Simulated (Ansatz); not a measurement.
**TiAl₃: how the plane-wave cutoff moves the results**

The calculation used DFT r2SCAN, scalar-relativistic, plane waves, PAW in Ansatz 0.2.0.

```xyz
4
Lattice="2.8397 0.0000 0.0000 0.0000 4.6813 0.0000 0.0000 0.0000 4.9007" Properties=species:S:1:pos:R:3 pbc="T T T"
Ti    0.0000    2.3406    0.8131
Al    1.4198    2.3406    3.2701
Al    1.4198    0.0000    1.6217
Al    0.0000    0.0000    4.0965
```

```json
{
 "Γ-centred k-mesh": "14×10×10",
 "occupation rule": "Gaussian smearing, 0.1 eV",
 "spin treatment": "unpolarised",
 "valence charge of the PAW sets": "Ti 12, Al 3"
}
```

The atoms stay fixed while the plane-wave cutoff is varied. ΔE is the energy extrapolated to zero smearing, less that of the reference run (850 eV). The cell isn't necessarily relaxed at this level. Pressure is positive in compression and holds a correction for the finite cutoff (Pulay stress).

Times are rough; the reference took 35 s on 1 thread of AMD EPYC 9R45 96-Core Processor (Zen 5) (shared host), peak memory 1.2 GiB.

```tsv
cutoff (eV)	ΔE (meV/atom)	P (GPa)	largest change of a force component (eV/Å)	plane waves at Γ	wall time (s)
150	6292	-2.75	0.327	273	4.1
200	1580	-1.56	0.095	431	4.5
250	315	-0.26	0.018	583	6.1
300	51.7	-2.13	0.014	757	7.5
350	9.11	-2.25	0.001	977	9
380	4.06	-2.19	0.001	1093	9.9
460	1.50	-2.18	0.000	1429	14
500	1.15	-2.17	0.000	1651	21
520	0.99	-2.17	0.000	1765	18
600	0.50	-2.16	0.000	2187	21
700	0.27	-2.16	0.000	2725	30
850	0.00	-2.17	0.000	3649	35
```

This form isn't the usual stable structure of the compound.